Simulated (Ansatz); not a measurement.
# Si2Mo (I4/mmm) in Ansatz: further runs

Runs on Si2Mo. Level: PBEsol. Tasks: relaxation of cell and atoms.

All numbers are computed with Ansatz 0.2.0; they aren't measurements. Logs are shortened: lines on timing, memory, paths and dates and some standing lists are left out, and cuts for length are marked.

## (1) Starting point

The structure is tetragonal, space group I4/mmm (No. 139). The conventional cell has a = 3.200 Å, b = 3.200 Å, c = 7.861 Å, α = 90.00°, β = 90.00°, γ = 90.00°. Around Mo (site symmetry 4/mmm) lie 10 Si at 2.62 Å. Si (site symmetry 4mm) is surrounded by 5 Si at 2.61 to 2.63 Å and 5 Mo at 2.62 Å.

## (2) Relaxation of cell and atoms, PBEsol

Input file input.yaml:

```yaml
crystal:
  lattice:
    - [-1.6, 1.6, 3.9305]
    - [1.6, -1.6, 3.9305]
    - [1.6, 1.6, -3.9305]
  atoms:
    - { symbol: Mo, position: [0.0, 0.0, 0.0] }
    - { symbol: Si, position: [0.667, 0.667, 0.0] }
    - { symbol: Si, position: [0.333, 0.333, 0.0] }
kpoints:
  mp_grid: { grid: [12, 12, 12] }
scf:
  occupations: { method: fermi_dirac, width: 0.05 }
hamiltonian:
  xc: pbesol
  pseudopotentials: { kind: all_electron, lapw: { basis_error: 0.002 } }
output:
  forces: true
  stress: true
relax:
  f_tol: 0.01
  max_steps: 60
  cell: {}
```

Potentials or basis: all-electron LAPW, scalar-relativistic.

The run is started by

```sh
$ ansatz run input.yaml --threads 2 --pin off --max-ram 8192MiB --backend cpu --events-out ev --progress --plain --runs-dir out
```

Output:

```text
Warning: RAYON_NUM_THREADS=2 ignored (pool sized by the plan → 2); use --threads N
The last accepted step is kept in <dir> (removed where the run ends without a failure and the disk answers)
LAPW: plane waves up to 7.599 Å⁻¹, error target 2.0e-3 eV per atom; small_component_spin mean_spin; Si in spheres of 1.135 Å, 12 of its electrons in bands, Dirac shells []; Mo in spheres of 1.403 Å, 24 of its electrons in bands, Dirac shells [] (how accurate: hamiltonian.pseudopotentials.lapw.basis_error, Limitations)
Engine: ansatz 0.2.0, x86_64-unknown-linux-gnu
Pseudopotentials: kind: all_electron
Pseudopotential: Mo, LAPW, valence charge 24, lapw/all_electron/scalar/gaussian/Mo, Koelling and Harmon's equation, gaussian nucleus
Pseudopotential: Si, LAPW, valence charge 12, lapw/all_electron/scalar/gaussian/Si, Koelling and Harmon's equation, gaussian nucleus
Functional definition: PBEsol
  exchange = pbesol_x
  correlation = pbesol_c
Crystal: 3 atoms, lattice volume = 40.248 Å³
Basis set: ecut = 220.00963762978367 eV, 309 PW (Γ), FFT grids on a1+a3, a2+a3, a3, exchange–correlation at level 2
Bands: 29, of which v1, the nominal top of the filled ones, is band 24 counted from 1 (23 counted from 0)
Symmetry: 16 space group operations
Space group: I4/mmm (ITA 139), of the structure as read, at distance tolerance 3.4e-5 Å
k-points: 163 of 1728
Non-local potential: Mo, projectors of the file, none
Non-local potential: Si, projectors of the file, none
Initial density: superposition of atomic densities (chi_scale 0.1, normalization cell, long waves kept (reshape's long-wave potential 0.00 eV rms))
Initial wavefunctions: plane waves of lowest kinetic energy (no species holds an atomic orbital)
Functional: x = pbesol(κ = 0.804, μ = 0.12345679012345678), c = pbesol(β = 0.046)
iter 1 solved again at ethr=2.11e-3 eV; its pass at ethr=1.00e-1 eV (dr2=1.01e0 eV) is discarded
SCF iter   1: F=—  HF=-125877.917891 eV  |F-HF|=—  |Δ(HF+E_count)|=         —  Δρ=4.64e-2  dr2=1.01e0  ethr=2.11e-3  ⟨swp⟩=2.0  Hψ=31391  notcnv=0
preconditioner: auto → Kerker (q_TF=auto, 2.810 Å⁻¹)  [metal: Δε(μ)=0.071 eV  Ē_g=8.546 eV  σ=0.050 eV  W_gap=0.31  n_scr=14 (ndim 8)  ℏωp=21.9 eV  f_vac=0.000  D(μ)=0.32/eV (n_scr^D=0)]
SCF iter   2: F=—  HF=-125877.278141 eV  |F-HF|=—  |Δ(HF+E_count)|=   6.40e-1  Δρ=2.75e-2  dr2=5.75e-1  ethr=2.11e-3  ⟨swp⟩=3.0  Hψ=14720  notcnv=0
SCF iter   3: F=—  HF=-125877.064055 eV  |F-HF|=—  |Δ(HF+E_count)|=   2.14e-1  Δρ=1.49e-2  dr2=6.97e-2  ethr=1.20e-3  ⟨swp⟩=2.0  Hψ=13211  notcnv=0
SCF iter   4: F=—  HF=-125877.038588 eV  |F-HF|=—  |Δ(HF+E_count)|=         —  Δρ=3.79e-3  dr2=9.20e-3  ethr=1.45e-4  ⟨swp⟩=2.0  Hψ=13886  notcnv=0
the basis was enlarged: its passes take 172.2 KiB over the memory plan, 2 of 2 planned eigensolver slots
SCF iter   5: F=—  HF=-125877.038265 eV  |F-HF|=—  |Δ(HF+E_count)|=   3.23e-4  Δρ=2.14e-3  dr2=3.22e-3  ethr=1.92e-5  ⟨swp⟩=2.3  Hψ=13314  notcnv=0
SCF iter   6: F=—  HF=-125877.036941 eV  |F-HF|=—  |Δ(HF+E_count)|=   1.32e-3  Δρ=1.10e-3  dr2=8.84e-4  ethr=6.70e-6  ⟨swp⟩=2.0  Hψ=13226  notcnv=0
iter 7 solved again at ethr=1.04e-7 eV; its pass at ethr=1.84e-6 eV (dr2=5.00e-5 eV) is discarded
SCF iter   7: F=—  HF=-125877.036478 eV  |F-HF|=—  |Δ(HF+E_count)|=   4.63e-4  Δρ=2.57e-4  dr2=5.00e-5  ethr=1.04e-7  ⟨swp⟩=2.0  Hψ=22866  notcnv=0
SCF iter   8: F=—  HF=-125877.036459 eV  |F-HF|=—  |Δ(HF+E_count)|=   1.87e-5  Δρ=3.69e-5  dr2=9.51e-7  ethr=1.04e-7  ⟨swp⟩=2.0  Hψ=13226  notcnv=0
SCF iter   9: F=—  HF=-125877.036459 eV  |F-HF|=—  |Δ(HF+E_count)|=   1.61e-8  Δρ=1.77e-5  dr2=2.88e-7  ethr=1.98e-9  ⟨swp⟩=2.0  Hψ=13226  notcnv=0
SCF iter  10: F=-125877.036459 eV  HF=-125877.036459 eV  |F-HF|=1.53e-8  |Δ(HF+E_count)|=   7.35e-8  Δρ=3.13e-6  dr2=8.37e-9  ethr=6.00e-10  ⟨swp⟩=2.0  Hψ=13226  notcnv=0
SCF 1 converged in 10 iterations: F = -125877.036459 eV  dr2 = 8.37e-9
relax step   1: F+E_penalty+E_count = -125877.03645878 eV  Δ(F+E_penalty+E_count) = +0.000e0 eV  max|allowed force component| = 3.263e-1 eV/Å  Δτ_max = 0.0000 Å  P = -2.689 GPa  Ω = 40.248 Å³  (10 SCF iters, accepted)
Crystal: 3 atoms, lattice volume = 39.631 Å³
Basis set: ecut = 222.28782696811044 eV, 309 PW (Γ), FFT grids on a1+a3, a2+a3, a3, exchange–correlation at level 2
Initial density: handed on by an earlier stage of this run
Initial wavefunctions: those handed on with the density
iter 1 solved again at ethr=5.48e-6 eV; its pass at ethr=1.00e-1 eV (dr2=2.63e-3 eV) is discarded
SCF iter   1: F=—  HF=-125877.046182 eV  |F-HF|=—  |Δ(HF+E_count)|=         —  Δρ=1.57e-3  dr2=2.65e-3  ethr=5.48e-6  ⟨swp⟩=3.4  Hψ=25421  notcnv=0
preconditioner: auto → Kerker (q_TF=auto, 2.817 Å⁻¹)  [metal: Δε(μ)=0.038 eV  Ē_g=8.380 eV  σ=0.050 eV  W_gap=0.18  n_scr=14 (ndim 8)  ℏωp=22.1 eV  f_vac=0.000  D(μ)=0.32/eV (n_scr^D=0)]
SCF iter   2: F=—  HF=-125877.045586 eV  |F-HF|=—  |Δ(HF+E_count)|=   5.96e-4  Δρ=9.97e-4  dr2=7.94e-4  ethr=5.48e-6  ⟨swp⟩=2.0  Hψ=13222  notcnv=0
SCF iter   3: F=—  HF=-125877.045399 eV  |F-HF|=—  |Δ(HF+E_count)|=   1.88e-4  Δρ=6.99e-4  dr2=5.25e-4  ethr=1.65e-6  ⟨swp⟩=2.0  Hψ=13222  notcnv=0
SCF iter   4: F=—  HF=-125877.045263 eV  |F-HF|=—  |Δ(HF+E_count)|=   1.35e-4  Δρ=3.46e-4  dr2=1.29e-4  ethr=1.09e-6  ⟨swp⟩=2.1  Hψ=13235  notcnv=0
iter 5 solved again at ethr=1.37e-8 eV; its pass at ethr=2.68e-7 eV (dr2=6.55e-6 eV) is discarded
SCF iter   5: F=—  HF=-125877.045220 eV  |F-HF|=—  |Δ(HF+E_count)|=   4.36e-5  Δρ=7.49e-5  dr2=6.55e-6  ethr=1.37e-8  ⟨swp⟩=2.0  Hψ=23322  notcnv=0
SCF iter   6: F=—  HF=-125877.045217 eV  |F-HF|=—  |Δ(HF+E_count)|=   2.20e-6  Δρ=1.45e-5  dr2=1.28e-7  ethr=1.36e-8  ⟨swp⟩=3.0  Hψ=13913  notcnv=0
SCF iter   7: F=-125877.045217 eV  HF=-125877.045217 eV  |F-HF|=1.25e-9  |Δ(HF+E_count)|=   3.31e-8  Δρ=2.87e-6  dr2=3.60e-9  ethr=2.66e-10  ⟨swp⟩=3.0  Hψ=13733  notcnv=0
SCF 2 converged in 7 iterations: F = -125877.045217 eV  dr2 = 3.60e-9
relax step   2: F+E_penalty+E_count = -125877.04521735 eV  Δ(F+E_penalty+E_count) = -8.759e-3 eV  max|allowed force component| = 2.705e-2 eV/Å  Δτ_max = 0.0142 Å  P = +0.952 GPa  Ω = 39.631 Å³  (7 SCF iters, accepted)
Crystal: 3 atoms, lattice volume = 39.805 Å³
Basis set: ecut = 221.6409227789807 eV, 309 PW (Γ), FFT grids on a1+a3, a2+a3, a3, exchange–correlation at level 2
iter 1 solved again at ethr=3.36e-8 eV; its pass at ethr=1.00e-1 eV (dr2=1.61e-5 eV) is discarded
SCF iter   1: F=—  HF=-125877.045796 eV  |F-HF|=—  |Δ(HF+E_count)|=         —  Δρ=1.77e-4  dr2=3.11e-5  ethr=3.36e-8  ⟨swp⟩=5.0  Hψ=26637  notcnv=0
preconditioner: auto → Kerker (q_TF=auto, 2.815 Å⁻¹)  [metal: Δε(μ)=0.050 eV  Ē_g=8.353 eV  σ=0.050 eV  W_gap=0.24  n_scr=14 (ndim 8)  ℏωp=22.0 eV  f_vac=0.000  D(μ)=0.31/eV (n_scr^D=0)]
SCF iter   2: F=—  HF=-125877.045788 eV  |F-HF|=—  |Δ(HF+E_count)|=   7.60e-6  Δρ=1.59e-4  dr2=2.97e-5  ethr=3.36e-8  ⟨swp⟩=2.0  Hψ=13223  notcnv=0
SCF iter   3: F=—  HF=-125877.045783 eV  |F-HF|=—  |Δ(HF+E_count)|=   5.51e-6  Δρ=7.95e-5  dr2=7.24e-6  ethr=3.36e-8  ⟨swp⟩=2.0  Hψ=13223  notcnv=0
iter 4 solved again at ethr=1.25e-9 eV; its pass at ethr=1.51e-8 eV (dr2=5.98e-7 eV) is discarded
SCF iter   4: F=—  HF=-125877.045780 eV  |F-HF|=—  |Δ(HF+E_count)|=   2.67e-6  Δρ=2.38e-5  dr2=5.96e-7  ethr=1.25e-9  ⟨swp⟩=2.0  Hψ=23096  notcnv=0
SCF iter   5: F=-125877.045780 eV  HF=-125877.045780 eV  |F-HF|=1.54e-8  |Δ(HF+E_count)|=   2.23e-7  Δρ=4.79e-6  dr2=6.48e-9  ethr=1.24e-9  ⟨swp⟩=3.0  Hψ=14059  notcnv=0
SCF 3 converged in 5 iterations: F = -125877.045780 eV  dr2 = 6.48e-9
relax step   3: F+E_penalty+E_count = -125877.04577992 eV  Δ(F+E_penalty+E_count) = -5.626e-4 eV  max|allowed force component| = 6.880e-3 eV/Å  Δτ_max = 0.0016 Å  P = +0.006 GPa  Ω = 39.805 Å³  (5 SCF iters, accepted)
Basis set: ecut = 221.63905386199255 eV, 309 PW (Γ), FFT grids on a1+a3, a2+a3, a3, exchange–correlation at level 2
iter 1 solved again at ethr=1.05e-8 eV; its pass at ethr=1.00e-1 eV (dr2=5.04e-6 eV) is discarded
SCF iter   1: F=—  HF=-125877.045799 eV  |F-HF|=—  |Δ(HF+E_count)|=         —  Δρ=1.22e-4  dr2=1.43e-5  ethr=1.05e-8  ⟨swp⟩=4.9  Hψ=27190  notcnv=0
preconditioner: auto → Kerker (q_TF=auto, 2.815 Å⁻¹)  [metal: Δε(μ)=0.051 eV  Ē_g=8.352 eV  σ=0.050 eV  W_gap=0.24  n_scr=14 (ndim 8)  ℏωp=22.0 eV  f_vac=0.000  D(μ)=0.31/eV (n_scr^D=0)]
SCF iter   2: F=—  HF=-125877.045795 eV  |F-HF|=—  |Δ(HF+E_count)|=   3.15e-6  Δρ=7.79e-5  dr2=5.43e-6  ethr=1.05e-8  ⟨swp⟩=2.0  Hψ=13229  notcnv=0
SCF iter   3: F=—  HF=-125877.045794 eV  |F-HF|=—  |Δ(HF+E_count)|=   1.39e-6  Δρ=4.31e-5  dr2=2.16e-6  ethr=1.05e-8  ⟨swp⟩=2.2  Hψ=13274  notcnv=0
iter 4 solved again at ethr=2.85e-10 eV; its pass at ethr=4.50e-9 eV (dr2=1.37e-7 eV) is discarded
SCF iter   4: F=—  HF=-125877.045793 eV  |F-HF|=—  |Δ(HF+E_count)|=   6.80e-7  Δρ=1.30e-5  dr2=1.36e-7  ethr=2.85e-10  ⟨swp⟩=2.0  Hψ=22864  notcnv=0
SCF iter   5: F=-125877.045793 eV  HF=-125877.045793 eV  |F-HF|=1.80e-9  |Δ(HF+E_count)|=   5.65e-8  Δρ=2.27e-6  dr2=2.25e-9  ethr=2.84e-10  ⟨swp⟩=3.0  Hψ=13919  notcnv=0
SCF 4 converged in 5 iterations: F = -125877.045793 eV  dr2 = 2.25e-9
relax step   4: F+E_penalty+E_count = -125877.04579336 eV  Δ(F+E_penalty+E_count) = -1.343e-5 eV  max|allowed force component| = 1.579e-3 eV/Å  Δτ_max = 0.0003 Å  P = -0.005 GPa  Ω = 39.805 Å³  (5 SCF iters, accepted)
iter 1 solved again at ethr=5.17e-12 eV; its pass at ethr=1.00e-1 eV (dr2=2.48e-9 eV) is discarded
SCF iter   1: F=—  HF=-125877.045790 eV  |F-HF|=—  |Δ(HF+E_count)|=         —  Δρ=2.21e-6  dr2=2.06e-9  ethr=5.35e-12 (applied; sched 5.17e-12)  ⟨swp⟩=6.0  Hψ=27355  notcnv=0  reapply=27
preconditioner: auto → Kerker (q_TF=auto, 2.815 Å⁻¹)  [metal: Δε(μ)=0.053 eV  Ē_g=8.352 eV  σ=0.050 eV  W_gap=0.25  n_scr=14 (ndim 8)  ℏωp=22.0 eV  f_vac=0.000  D(μ)=0.31/eV (n_scr^D=0)]
SCF iter   2: F=-125877.045790 eV  HF=-125877.045790 eV  |F-HF|=1.67e-9  |Δ(HF+E_count)|=   2.93e-8  Δρ=1.46e-6  dr2=1.55e-9  ethr=4.28e-12  ⟨swp⟩=2.0  Hψ=13225  notcnv=0
SCF 5 converged in 2 iterations: F = -125877.045790 eV  dr2 = 1.55e-9
relax step   5: F+E_penalty+E_count = -125877.04578971 eV  Δ(F+E_penalty+E_count) = +3.648e-6 eV  max|allowed force component| = 1.589e-3 eV/Å  Δτ_max = 0.0000 Å  P = -0.005 GPa  Ω = 39.805 Å³  stress off target by 3.95e-2 GPa  SCF on the basis re-selected at this cell (its energy is not comparable with the rows above)  (2 SCF iters)
basis re-selected at this cell: Δ(F+E_penalty+E_count) = +3.648e-6 eV, ΔP = -0.000 GPa vs the last step (what re-selecting the basis moved, after the strain that the cell walked since its last selection, with what the two solves' SCF thresholds leave and, on support functions, any second-order correction that the steps lacked; it is no measure of the basis error at this ecutwfc). This SCF's stress stands 3.95e-2 GPa from its target on what of the cell is left free (relax.cell.stress_tol is 5.00e-2 GPa) and its largest allowed force component is 1.59e-3 eV/Å (relax.f_tol is 1.00e-2 eV/Å): within both
SCF converged after 2 iterations
Free energy (F): -125877.045790 eV
Harris-Foulkes:  -125877.045790 eV  (|F-HF|=1.67e-9)
Internal energy: -125877.043372 eV  (E = F + TS)
E sigma→0 (E₀):  -125877.044581 eV
Entropy (-TS):   -0.002418 eV (-0.806 meV/atom)
Fermi energy:    18.236290 eV
--- Per-component energies (eV) ---
  E_band       = -3314.078967
  E_kinetic    = 129905.336485
  E_xc         = -4423.744120
  E_electrostatic = -251358.635737  (all electrons and nuclei)
  E_smearing   = -0.002418  (= −TS)
  E_closure    = 0.000000  (closes the sum)
  E_atoms      = -125851.974525  (free atoms, spherical and without spin; not in F)
  Σ components = -125877.045790   (vs F -125877.045790, Δ=0.00e0)
  Basis errors (estimates in eV, not in F): energy 7.0e-4 per atom: plane waves 6.1e-4 (3.3e-4 summed), levels above the bands 4.0e-38, relativity 1.1e-8, radial functions 8.1e-5, core shells 2.4e-6; eigenvalues (radial functions only) 2.4e-6; not estimated: angular momenta, meshes, grids; target (lapw.basis_error) 2.0e-3; muffin-tin radii Si 1.131 Å, Mo 1.397 Å
--- Forces (eV/Å), atoms counted from 1 ---
  atom   1  Mo     0.00000000    -0.00000000     0.00000000
  atom   2  Si     0.00000000     0.00000000    -0.00158894
  atom   3  Si     0.00000000     0.00000000     0.00158894
  max |Σ_I F_I| component: 4.34e-19 eV/Å
--- Stress (GPa, compression-positive) ---
        0.012020       0.000000      -0.000000
        0.000000       0.012020      -0.000000
       -0.000000      -0.000000      -0.039486
  P = ⅓ Tr σ = -0.0051 GPa (-0.051 kbar)
--- Relaxed structure (4 steps of the walk, 4 accepted, 1 SCFs on fresh bases) ---
  F+E_penalty+E_count = -125877.04578971 eV   max|allowed force component| = 1.589e-3 eV/Å   (the final SCF, on the basis selected at the relaxed cell)
  cell:  # Å, volume = 39.8053 Å³
    - [-1.5950990055640912, 1.5950990055640912, 3.9111601973142256]
    - [1.5950990055640912, -1.5950990055640912, 3.9111601973142256]
    - [1.5950990055640912, 1.5950990055640912, -3.9111601973142256]
  atoms:
    - { symbol: Mo, position: [-1.1493471700859866e-20, -1.1493471700858694e-20, 1.16711405567955e-33] }
    - { symbol: Si, position: [0.6649536050694221, 0.6649536050694221, -5.765394238061493e-34] }
    - { symbol: Si, position: [0.33504639493057786, 0.33504639493057786, -5.7975593996556755e-34] }
```

Run time: 78 s. Hardware: 2 threads of Intel Xeon Platinum 8259CL at 2.50GHz (Skylake/Cascade Lake), shared host; peak memory 0.67 GiB.

Results:

* Free energy: -125877.0458 eV
* Relaxed volume: 13.27 Å³/atom
* Relaxed cell: a = 4.515 Å, b = 4.515 Å, c = 4.515 Å, α = 138.62°, β = 138.62°, γ = 59.95°
* Space group after relaxing (to 0.05 Å): I4/mmm (No. 139)
* Energy gained by relaxing: 3.1 meV/atom
* Ionic steps: 5
* Pressure after relaxing: 0.0 GPa

The path:
| step | energy change (eV) | largest force (eV/Å) | volume (Å³) |
| --- | --- | --- | --- |
| 1 | 0.0000 | 0.3263 | 40.25 |
| 2 | -0.0088 | 0.0270 | 39.63 |
| 3 | -0.0093 | 0.0069 | 39.80 |
| 4 | -0.0093 | 0.0016 | 39.81 |
| 5 | -0.0093 | 0.0016 | 39.81 |

Final structure:
```cif
data_structure
_symmetry_space_group_name_H-M 'P 1'
_symmetry_Int_Tables_number 1
_cell_length_a 4.5151
_cell_length_b 4.5151
_cell_length_c 4.5151
_cell_angle_alpha 138.623
_cell_angle_beta 138.623
_cell_angle_gamma 59.949
_cell_volume 39.81
loop_
_atom_site_label
_atom_site_type_symbol
_atom_site_fract_x
_atom_site_fract_y
_atom_site_fract_z
_atom_site_occupancy
Mo1 Mo 0.00000 0.00000 0.00000 1
Si1 Si 0.66495 0.66495 0.00000 1
Si2 Si 0.33505 0.33505 0.00000 1
```

## (3) Relaxation of cell and atoms, PBEsol, target pressure 5 GPa, at which the enthalpy is minimised

Edit input.yaml of step 2 so:

```diff
@@ -22,2 +22,2 @@
   max_steps: 60
-  cell: {}
+  cell: { p_target: 5 }
```

Potentials or basis: all-electron LAPW, scalar-relativistic.

The run is started by

```sh
$ ansatz run input.yaml --threads 2 --pin off --max-ram 8192MiB --backend cpu --events-out ev --progress --plain --runs-dir out
```

It took 77 s on 2 threads of Intel Xeon Platinum 8259CL at 2.50GHz (Skylake/Cascade Lake), shared host; peak memory 0.68 GiB.

It converged, with:

* Free energy: -125877.0326 eV
* Relaxed volume: 12.98 Å³/atom
* Relaxed cell: a = 4.485 Å, b = 4.485 Å, c = 4.485 Å, α = 138.67°, β = 138.67°, γ = 59.88°
* Space group after relaxing (to 0.05 Å): I4/mmm (No. 139)
* Energy change on relaxing (the enthalpy is what falls): +1.3 meV/atom
* Ionic steps: 5
* Pressure after relaxing: 5.0 GPa
* Largest force after relaxing: 0.006 eV/Å

Forces in eV/Å, atoms in the order of the input:
```
Mo   0.000  0.000  0.000
Si   0.000  0.000 -0.006
Si   0.000  0.000  0.006
```

Step by step:
```tsv
step	energy change (eV)	largest force (eV/Å)	volume (Å³)
1	0.0000	0.3263	40.25
2	0.0241	0.0464	38.45
3	0.0032	0.0190	38.97
4	0.0039	0.0065	38.94
5	0.0039	0.0065	38.94
```

Final structure:
```
Mo Si
1.0
    -1.58278    1.58278    3.88634
     1.58278   -1.58278    3.88634
     1.58278    1.58278   -3.88634
Mo Si
1 2
Direct
  0.00000 0.00000 0.00000
  0.66531 0.66531 0.00000
  0.33469 0.33469 0.00000
```

## (4) Relaxation of cell and atoms, PBEsol, target pressure 10 GPa, at which the enthalpy is minimised

Edit input.yaml of step 3 so:

```diff
@@ -22,2 +22,2 @@
   max_steps: 60
-  cell: { p_target: 5 }
+  cell: { p_target: 10 }
```

The run is started by

```sh
$ ansatz run input.yaml --threads 2 --pin off --max-ram 8192MiB --backend cpu --events-out ev --progress --plain --runs-dir out
```

Run time: 77 s. Hardware: 2 threads of Intel Xeon Platinum 8259CL at 2.50GHz (Skylake/Cascade Lake), shared host; peak memory 0.69 GiB.

It converged, with:

- Free energy: -125876.9969 eV
- Relaxed volume: 12.73 Å³/atom
- Relaxed cell: a = 4.458 Å, b = 4.458 Å, c = 4.458 Å, α = 138.71°, β = 138.71°, γ = 59.81°
- Space group after relaxing (to 0.05 Å): I4/mmm (No. 139)
- Energy change on relaxing (the enthalpy is what falls): +13.2 meV/atom
- Ionic steps: 5
- Pressure after relaxing: 10.0 GPa
- Largest force after relaxing: 0.005 eV/Å

Forces on the atoms (eV/Å):
```
Mo   0.000  0.000  0.000
Si   0.000  0.000 -0.005
Si   0.000  0.000  0.005
```

Step by step:
| step | energy change (eV) | largest force (eV/Å) | volume (Å³) |
| --- | --- | --- | --- |
| 1 | 0.0000 | 0.3263 | 40.25 |
| 2 | 0.1126 | 0.1288 | 37.30 |
| 3 | 0.0352 | 0.0216 | 38.25 |
| 4 | 0.0395 | 0.0051 | 38.18 |
| 5 | 0.0395 | 0.0050 | 38.18 |

Final structure:
```yaml
crystal:
  lattice:
    - [-1.57158, 1.57158, 3.86430]
    - [1.57158, -1.57158, 3.86430]
    - [1.57158, 1.57158, -3.86430]
  atoms:
    - { symbol: Mo, position: [0.00000, 0.00000, 0.00000] }
    - { symbol: Si, position: [0.66558, 0.66558, 0.00000] }
    - { symbol: Si, position: [0.33442, 0.33442, 0.00000] }
```

## (5) Summary

| cell | pressure (GPa) | largest force (eV/Å) |
| --- | --- | --- |
| relaxed | 0.0 | - |
| relaxed to 5 GPa | 5.0 | 0.01 |
| relaxed to 10 GPa | 10.0 | 0.01 |

Alike in all rows: task relaxation of cell and atoms; level PBEsol; potentials or basis all-electron LAPW, scalar-relativistic; no spin polarisation; k mesh 12 × 12 × 12; smearing fermi-dirac 0.05 eV; basis error allowed 0.002 eV/atom.

Compare energies only between runs with the same functional and basis.
